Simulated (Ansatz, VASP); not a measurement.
**Ca: VASP beside Ansatz**

File INCAR:

```
PREC = Accurate ; ENCUT = 520
EDIFF = 1E-6 ; ISMEAR = -1
SIGMA = 0.1 ; LREAL = F
LASPH = T ; NELM = 60
ALGO = Fast ; ISIF = 2
LWAVE = F ; LCHARG = F
GGA = RE ; NBANDS = 11
```

File KPOINTS:

```
regular mesh
0
Gamma
  11 11 11
```

The input POSCAR:

```
Ca
1.0
   -2.3088922466      2.3088922466      2.3088922466
    2.3088922466     -2.3088922466      2.3088922466
    2.3088922466      2.3088922466     -2.3088922466
Ca
1
Direct
    0.0000000000      0.0000000000      0.0000000000
```

Input for Ansatz:

```yaml
crystal:
  lattice:
    - [-2.3088922466, 2.3088922466, 2.3088922466]
    - [2.3088922466, -2.3088922466, 2.3088922466]
    - [2.3088922466, 2.3088922466, -2.3088922466]
  atoms:
    - { symbol: Ca, position: [0.0, 0.0, 0.0] }
hamiltonian:
  xc: revpbe
  pseudopotentials:
    kind: paw
    azcp:
      Ca: "pseudopotentials/Ca.paw.azcp"
basis:
  ecutwfc: 420
  fft_grid_basis: typed
kpoints:
  mp_grid: { grid: [11, 11, 11], shift: [0, 0, 0] }
magnetization:
  spin_polarized: false
scf:
  occupations: { method: fermi_dirac, width: 0.1 }
  lower_state_search: "off"
output:
  stress: true
```

Alike in both runs: task single point; functional revPBE; k mesh 11 × 11 × 11; occupations fermi-dirac, width 0.1 eV; no spin polarisation.

|  | VASP | Ansatz |
| --- | --- | --- |
| version | VASP 6.6.1 | Ansatz 0.2.0 |
| potentials or method | VASP PAW PBE potentials, release 64 (Ca_sv) | plane waves (420 eV) with PAW, scalar-relativistic |
| plane-wave cutoff (eV) | 520 | 420 |
| valence electrons in the cell | 10 | 10 |

```tsv
	VASP	Ansatz	Ansatz less VASP
pressure (GPa)	-1.5	-1.5	+0.01
```

Caveats: the PAW data sets were made with another functional, which shifts forces and pressure a little (VASP).
